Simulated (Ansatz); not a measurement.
**KTaO3: changing the Hubbard U on Ta d**

The cell as given:

```
Ta K O
1.0
     3.98830    0.00000    0.00000
     0.00000    3.98830    0.00000
     0.00000    0.00000    3.98830
Ta K O
1 1 3
Direct
  0.00000 0.00000 0.00000
  0.50000 0.50000 0.50000
  0.00000 0.00000 0.50000
  0.00000 0.50000 0.00000
  0.50000 0.00000 0.00000
```

Kept alike: task relaxation of cell and atoms; functional r2SCAN; k mesh 7 × 7 × 7; occupations fermi-dirac, width 0.05 eV; no spin polarisation. Program: Ansatz, Ansatz PAW, cutoff 500 eV. The mesh is that of the run's cell of 5 atoms. No spin-orbit coupling.

| run | volume (Å³/atom) |
| --- | --- |
| A | 12.723 |
| B | 12.833 |
| C | 12.783 |
| D | 12.891 |
| E | 12.742 |
| F | 12.706 |
| G | 12.762 |
| H | 12.807 |

U acts here on a shell without spin polarisation. The relaxations keep at least the cell's symmetry (Pm-3m). Relaxations stop with a little pressure left, so the last digits of a volume or edge aren't settled. How U acts hangs on the program's projectors. All rows use potentials made for PBE. U is the effective U - J on orthogonalised atomic projectors. Double counting: fully localised limit (the default).

The runs differ in the Hubbard U on Ta d alone: 0; 1; 2; 3; 4; 5; 6; 8 eV. Which run is which?

Run A is 1 eV; run B is 6 eV; run C is 4 eV; run D is 8 eV; run E is 2 eV; run F is 0 eV; run G is 3 eV; run H is 5 eV. The volume rises from 12.706 to 12.891 Å³/atom between 0 and 8 eV. Measured: 12.69 Å³/atom (arxiv:2208.05712); nearest 0, 0.02 Å³/atom off. The runs are for a static lattice.
